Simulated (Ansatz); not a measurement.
Polymorphs of InGa₃AsP

Computed with DFT PBE, scalar-relativistic, plane waves, PAW in Ansatz 0.2.0. All cells share a 420 eV cutoff and Γ-centred k meshes spaced at most about 0.3 Å⁻¹ (about 0.25 or finer for metals, 2π included). No spin polarisation.

Formation energies are uncorrected and refer to the elements' standard structures at the same level. The references include black phosphorus.

These are static total energies at zero pressure. The comparison covers the computed candidates alone. The reference forms of As and P are held partly by dispersion forces, which this level lacks.

Invented guesses were relaxed alike, and ends that match in structure were merged. ΔE counts from the first row. Coordination counts As or P atoms around Ga and In (for each partner element, those within 1.25 times its shortest distance or 1.15 times the sum of covalent radii, where it is the nearest in units of that sum or under 1.3; a plus sign parts groups by distance over the sum of covalent radii; the shortest distance is added where it exceeds 1.18 times the sum of covalent radii). The ends were matched against large subsets of the Crystallography Open Database and the Materials Project, so a missing match doesn't prove that a structure is unreported.

```csv
#,reached from,type and space group,atoms,Å³/atom,coordination,ΔE (meV/atom),gap on mesh (eV),in databases
1,LaAlCuNi3 type (P-6m2),P-6m2 (No. 187),6,22.3,"In 3 from 3.7 Å, Ga 4",0,0.00,no match
2,random cell,P4/mmm (No. 123),6,24.4,"In 2, Ga 2",248,0.00,no match
3,LaMnAlNi3 type (P-6m2),P-6m2 (No. 187),6,21.5,"In 6, Ga 2 from 3.1 Å",259,0.00,no match
4,random cell,P6mm (No. 183),6,33.2,"In 1+1, Ga 2 from 3.1 Å",316,0.00,no match
```

The lowest: Space group P-6m2 (No. 187), hexagonal, a = 6.421 Å, c = 3.755 Å. In has 3 As at 3.71 Å, 3 P at 3.71 Å, 12 Ga at 3.72 Å and 2 In at 3.75 Å; around Ga lie 2 P at 2.59 Å, 2 As at 2.68 Å, 2 Ga at 3.10 Å, 2 Ga at 3.32 Å and 4 In at 3.72 Å; P is surrounded by 6 Ga at 2.59 Å, 3 As at 3.71 Å and 3 In at 3.71 Å; As has 6 Ga at 2.68 Å, 3 In at 3.71 Å and 3 P at 3.71 Å. Its energy over the elements is +0.11 eV/atom. The separate elements lie lower, so it is unstable against them. An observed structure of this formula, if there is one, may be missing.

```
CELL_PARAMETERS angstrom
6.42071 0.00000 0.00000
-3.21035 5.56050 0.00000
0.00000 0.00000 3.75473
ATOMIC_POSITIONS crystal
In 0.66667 0.33333 0.00000
Ga 0.67783 0.83892 0.50000
Ga 0.16108 0.83892 0.50000
Ga 0.16108 0.32217 0.50000
P 0.00000 0.00000 0.00000
As 0.33333 0.66667 0.00000
```

The second: Space group P4/mmm (No. 123), tetragonal, a = 5.231 Å, c = 5.355 Å. Around In lie 2 As at 2.68 Å, 4 P at 3.70 Å and 8 Ga at 3.74 Å; around Ga on a site of symmetry mmm lie 2 As at 2.62 Å and 2 Ga at 2.62 Å; around P lie 2 Ga at 2.68 Å; around As lie 4 Ga at 2.62 Å and 2 In at 2.68 Å; 1 more site not described. The shortest distance is 2.59 Å (Ga–P) in the first and 2.62 Å (Ga–As and Ga–Ga) in the second. Cells relaxed within their symmetry can be saddle points. Some types were kept out of the candidates beforehand, so the set may lack a known form.
